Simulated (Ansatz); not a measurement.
MnO (P6_3mc)

Level of theory: PBE+U, U_eff = 4.0 eV (Dudarev form) on Mn d, fully localised double counting, collinear spin, scalar-relativistic, 420 eV, PAW set soft_2, 6×6×6 mesh, Gaussian smearing of 0.05 eV; plane-wave PAW code Ansatz.

```
CELL_PARAMETERS angstrom
3.37170 0.00000 0.00000
-1.68585 2.91998 5.38550
0.00000 0.00000 10.77100
ATOMIC_POSITIONS crystal
Mn 0.33333 0.66667 0.67215
Mn 0.66667 0.33333 0.08881
O 0.33333 0.66667 0.85440
O 0.66667 0.33333 0.27107
Mn 0.33333 0.66667 0.17215
Mn 0.66667 0.33333 0.58881
O 0.33333 0.66667 0.35440
O 0.66667 0.33333 0.77107
```

The structure is that of a cell as deposited in COD, unrelaxed. The cell shown is twice the primitive one, so that more magnetic patterns fit.

Cell and atoms stay fixed. Atoms count from 1 in the text and from 0 in parts of the program's output.

Two runs on this cell converged from different starts. The ends of their outputs, energies left out (λ are the eigenvalues of a shell's occupation matrix):

Run A:

```
Magnetization: 0.0000 μB (42.0000 up, 42.0000 down)
Absolute magnetization: 19.1798 μB (∫|ρ↑−ρ↓|, with the PAW one-centre terms)
Per-site moments (μB) at R_I (Å): [(3.90857, 0.80977), (-3.90857, 0.80977), (-0.05266, 0.80977), (0.05266, 0.80977), (3.90857, 0.80977), (-3.90857, 0.80977), (-0.05266, 0.80977), (0.05266, 0.80977)]
--- Magnetisation constraints (ε_frz = 1.0e-4 eV) ---
  site  kind      target   achieved (μB)  |Δ|max (μB)  g (eV/μB)  λ_eff  esc  ok  flags
  0     per_site  +3.9500  +3.9086        4.14e-2       0.00e0    0.000  0    —   released
  1     per_site  -3.9500  -3.9086        4.14e-2      +0.00e0    0.000  0    —   released
  4     per_site  +3.9500  +3.9086        4.14e-2       0.00e0    0.000  0    —   released
  5     per_site  -3.9500  -3.9086        4.14e-2      +0.00e0    0.000  0    —   released
Fermi energy:    9.586836 eV
--- Forces (eV/Å), atoms counted from 1 ---
  atom   1  Mn     0.00000000     0.00038175    -0.61731875
  atom   2  Mn     0.00000000    -0.00038162    -0.61731889
  atom   3  O      0.00000000     0.00010730     0.61733685
  atom   4  O      0.00000000    -0.00010730     0.61733687
  atom   5  Mn     0.00000000     0.00038175    -0.61731875
  atom   6  Mn     0.00000000    -0.00038162    -0.61731889
  atom   7  O      0.00000000     0.00010730     0.61733685
  atom   8  O      0.00000000    -0.00010730     0.61733687
--- Stress (GPa, compression-positive) ---
        5.931010       0.000000       0.000000
        0.000000       5.918692       0.000000
        0.000000       0.000000      11.850021
  P = ⅓ Tr σ = 7.8999 GPa (78.999 kbar)
--- Löwdin populations: 8 sites ---
  site symbol       q [e]    m [muB]
     0     Mn     13.7513     4.6553
     1     Mn     13.7513    -4.6553
     2      O      7.1022    -0.0871
     3      O      7.1022     0.0871
     4     Mn     13.7513     4.6553
     5     Mn     13.7513    -4.6553
     6      O      7.1022    -0.0871
     7      O      7.1022     0.0871
--- Occupation matrices: 4 shells (run DFT+U table (all-electron-ortho-atomic); ε = 1.33e-3) ---
  Mn0 d_3D up     Tr n = 4.9544  λ = 0.981 0.990 0.990 0.997 0.997
  Mn0 d_3D dn     Tr n = 0.3164  λ = 0.040 0.040 0.073 0.073 0.091
  Mn1 d_3D up     Tr n = 0.3164  λ = 0.040 0.040 0.073 0.073 0.091
  Mn1 d_3D dn     Tr n = 4.9544  λ = 0.981 0.990 0.990 0.997 0.997
  Mn4 d_3D up     Tr n = 4.9544  λ = 0.981 0.990 0.990 0.997 0.997
  Mn4 d_3D dn     Tr n = 0.3164  λ = 0.040 0.040 0.073 0.073 0.091
  Mn5 d_3D up     Tr n = 0.3164  λ = 0.040 0.040 0.073 0.073 0.091
  Mn5 d_3D dn     Tr n = 4.9544  λ = 0.981 0.990 0.990 0.997 0.997
```

Run B:

```
Magnetization: 20.0000 μB (52.0000 up, 32.0000 down)
Absolute magnetization: 20.0000 μB (∫|ρ↑−ρ↓|, with the PAW one-centre terms)
Per-site moments (μB) at R_I (Å): [(3.95221, 0.80977), (3.95221, 0.80977), (0.13035, 0.80977), (0.13035, 0.80977), (3.95221, 0.80977), (3.95221, 0.80977), (0.13035, 0.80977), (0.13035, 0.80977)]
Entropy (-TS):   -0.000078 eV (-0.010 meV/atom)
Fermi energy:    9.987134 eV
--- Forces (eV/Å), atoms counted from 1 ---
  atom   1  Mn     0.00000000     0.00130402    -0.86845437
  atom   2  Mn     0.00000000    -0.00130402    -0.86845437
  atom   3  O      0.00000000     0.00070860     0.86844755
  atom   4  O      0.00000000    -0.00070860     0.86844755
  atom   5  Mn     0.00000000     0.00130402    -0.86845437
  atom   6  Mn     0.00000000    -0.00130402    -0.86845437
  atom   7  O      0.00000000     0.00070860     0.86844755
  atom   8  O      0.00000000    -0.00070860     0.86844755
--- Stress (GPa, compression-positive) ---
        7.803633       0.000000       0.000000
        0.000000       7.780868       0.000000
        0.000000       0.000000      17.692773
  P = ⅓ Tr σ = 11.0924 GPa (110.924 kbar)
--- Löwdin populations: 8 sites ---
  site symbol       q [e]    m [muB]
     0     Mn     13.7320     4.7163
     1     Mn     13.7320     4.7163
     2      O      7.1198     0.2221
     3      O      7.1198     0.2221
     4     Mn     13.7320     4.7163
     5     Mn     13.7320     4.7163
     6      O      7.1198     0.2221
     7      O      7.1198     0.2221
--- Occupation matrices: 4 shells (run DFT+U table (all-electron-ortho-atomic); ε = 6.54e-4) ---
  Mn0 d_3D up     Tr n = 4.9639  λ = 0.985 0.990 0.991 0.999 0.999
  Mn0 d_3D dn     Tr n = 0.2789  λ = 0.033 0.033 0.067 0.067 0.078
  Mn1 d_3D up     Tr n = 4.9639  λ = 0.985 0.990 0.991 0.999 0.999
  Mn1 d_3D dn     Tr n = 0.2789  λ = 0.033 0.033 0.067 0.067 0.078
  Mn4 d_3D up     Tr n = 4.9639  λ = 0.985 0.990 0.991 0.999 0.999
  Mn4 d_3D dn     Tr n = 0.2789  λ = 0.033 0.033 0.067 0.067 0.078
  Mn5 d_3D up     Tr n = 4.9639  λ = 0.985 0.990 0.991 0.999 0.999
  Mn5 d_3D dn     Tr n = 0.2789  λ = 0.033 0.033 0.067 0.067 0.078
```

**Question.** Which run lies higher in energy, by how much, and why?

**Answer.** Run B, by 59.6 meV/atom. Run B has a gap of 0.09 eV (close to the smearing width); run A has 5 d electrons in filled orbitals, 5 of them unpaired, the high-spin filling, a gap of 0.71 eV. Run B kept 8 symmetry operations, run A 4. Flag on run B: the program noted another magnetic order. They differ in magnetic order (signs of the magnetic ions' moments, up to an overall flip, +−+− in run A, ++++ in run B). With J = 0 the Hubbard energy is (U/2) Σ λ(1 − λ), a penalty on fractional natural occupations. The sums Σ λ(1 − λ) over the cell's shells are 1.36 for run A and 1.19 for run B, which at U/2 = 2.00 eV give 2.71 and 2.38 eV per cell. Of the difference of 0.48 eV per cell, the Hubbard term gives -0.34 eV and all other terms 0.81 eV, so the other terms decide the order against the Hubbard term. The other terms are taken on each state's own density, so they aren't the result of a run without U.

In the run started from «ferromagnetic start, free, default search» the program noted another magnetic order, which may not be among those run.

In the lower state the fixed cell carries a pressure of 7.9 GPa and forces up to 0.62 eV/Å; relaxing would change energies and could change the order of close states.

Run B started from: ferromagnetic start, free, default search, moments Mn1 5.00; Mn2 5.00; Mn5 5.00; Mn6 5.00 μB. Run A started from: antiferromagnetic site moments held at Mn1 3.95; Mn2 -3.95; Mn5 3.95; Mn6 -3.95 μB at first, then free, moments Mn1 3.95; Mn2 -3.95; Mn5 3.95; Mn6 -3.95 μB, occupations held for 8 iterations. At this level the cell was started in 16 ways, of which 5 didn't converge. Run A holds the lowest state found for this cell, which doesn't make it the ground state. U is one value of a scan, not fitted to this compound, so the states needn't resemble the real material's. A gap on the mesh alone may shrink between mesh points.
